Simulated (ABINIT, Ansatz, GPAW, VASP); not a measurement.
**HgTe: programs and potentials compared**

```
Hg Te
1.0
     0.00000    3.21450    3.21450
     3.21450    0.00000    3.21450
     3.21450    3.21450    0.00000
Hg Te
1 1
Cartesian
  -0.0041 -0.0227 0.0017
  4.8265 4.8151 4.8249
```

Atoms were shifted at random by some hundredths of an Å from the given cell, which wasn't relaxed again for these runs.

Alike in all runs: task single point; functional PBEsol; k mesh 7 × 7 × 7; occupations fermi-dirac, width 0.05 eV; no spin polarisation; no spin-orbit coupling. Pressure is positive in compression and, in plane waves, holds the error of the finite cutoff, which Ansatz's Pulay term estimates and takes out.

```csv
program and potentials,plane-wave cutoff (eV),notes,pressure (GPa),largest force (eV/Å),energy over the undisturbed cell (meV/atom)
"Ansatz, Ansatz PAW",420,"potentials made for PBE, which Ansatz adapts in part; 18 valence electrons an atom on average; Pulay term of +0.03 GPa included",1.77,0.075,0.34
"Ansatz, all-electron LAPW, scalar-relativistic",-,-,1.78,0.075,-
"ABINIT, PseudoDojo NC SR PBEsol v0.4.1 standard",1088,18 valence electrons an atom on average,1.83,0.076,-
"GPAW, PAW data sets generated for this functional",600,12 valence electrons an atom on average,1.74,0.076,0.35
"VASP, PBE PAW files Hg, Te, 520 eV",520,potentials made for PBE; 9 valence electrons an atom on average,1.90,0.077,-
```

Force on atom 2 (Te), eV/Å:

```tsv
program and potentials	x	y	z
Ansatz, Ansatz PAW	-0.036	-0.065	-0.008
Ansatz, all-electron LAPW, scalar-relativistic	-0.036	-0.065	-0.008
ABINIT, PseudoDojo NC SR PBEsol v0.4.1 standard	-0.037	-0.066	-0.009
GPAW, PAW data sets generated for this functional	-0.037	-0.066	-0.009
VASP, PBE PAW files Hg, Te, 520 eV	-0.037	-0.067	-0.009
```

The pressure spans 1.74 (GPAW, PAW data sets generated for this functional) to 1.90 GPa (VASP, PBE PAW files Hg, Te, 520 eV), with all-electron results at 1.78.

Differences between rows come from potentials, basis sets and numerical settings, since the functional is the same but for its coding. Runs on potential files found faulty are left out.
